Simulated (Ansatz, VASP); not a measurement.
# CdTe: VASP beside Ansatz

File INCAR:

```
SYSTEM = CdTe
  ALGO = Normal
  EDIFF = 1E-6
  ENCUT = 520
  GGA = PS
  ISIF = 2
  ISMEAR = 0
  LASPH = .TRUE.
  LCHARG = .FALSE.
  LREAL = .FALSE.
  LWAVE = .FALSE.
  NBANDS = 16
  NELM = 80
  PREC = Accurate
  SIGMA = 0.05
```

The input KPOINTS:

```
k-points
0
G
  8 8 8
  0 0 0
```

File POSCAR:

```
CdTe
1.0
    0.0000000000      3.5691386797      3.2446715270
    3.2446715270      0.0000000000      3.2446715270
    3.2446715270      3.5691386797      0.0000000000
Cd Te
1 1
Direct
    0.0000000000      0.0000000000      0.0000000000
    0.7500000000      0.7500000000      0.7500000000
```

Input for Ansatz:

```yaml
crystal:
  lattice:
    - [0.0, 3.5691386797, 3.244671527]
    - [3.244671527, 0.0, 3.244671527]
    - [3.244671527, 3.5691386797, 0.0]
  atoms:
    - { symbol: Cd, position: [0.0, 0.0, 0.0] }
    - { symbol: Te, position: [0.75, 0.75, 0.75] }
basis:
  ecutwfc: 420
kpoints:
  mp_grid: { grid: [8, 8, 8] }
hamiltonian:
  xc: pbesol
scf:
  occupations: { method: gaussian, width: 0.05 }
output:
  forces: true
  stress: true
  eigenvalues: true
```

Change from the starting cell: strain +0.1000 x Voigt [0, 1, 0, 0, 0, 0], atoms carried along.

Alike in both runs: task single point; functional PBEsol; k mesh 8 × 8 × 8; occupations gaussian, width 0.05 eV; no spin polarisation.

|  | VASP | Ansatz |
| --- | --- | --- |
| version | VASP 6.6.1 | Ansatz 0.2.0 |
| potentials or method | VASP PAW PBE potentials, release 64 (Cd, Te) | scalar-relativistic, plane waves, PAW |
| plane-wave cutoff (eV) | 520 | 420 |
| valence electrons in the cell | 18 | 36 |

|  | VASP | Ansatz | Ansatz less VASP |
| --- | --- | --- | --- |
| gap on the k mesh at the Fermi level (eV) | 0.23 | 0.23 | 0.000 |
| least direct gap on the mesh (eV) | 0.23 | 0.23 | 0.000 |
| pressure (GPa) | -3.1 | -3.2 | -0.12 |
| largest component of the traceless stress (GPa) | 1.40 | 1.40 | +0.006 |

The functional is the same, so the differences come from potentials, cutoffs and numerics. The two sets of potentials don't hold the same shells in valence.

Caveats: the PAW data sets were made with another functional, which shifts forces and pressure a little (VASP); spin-orbit coupling is left out, which moves the levels of the heavy elements.
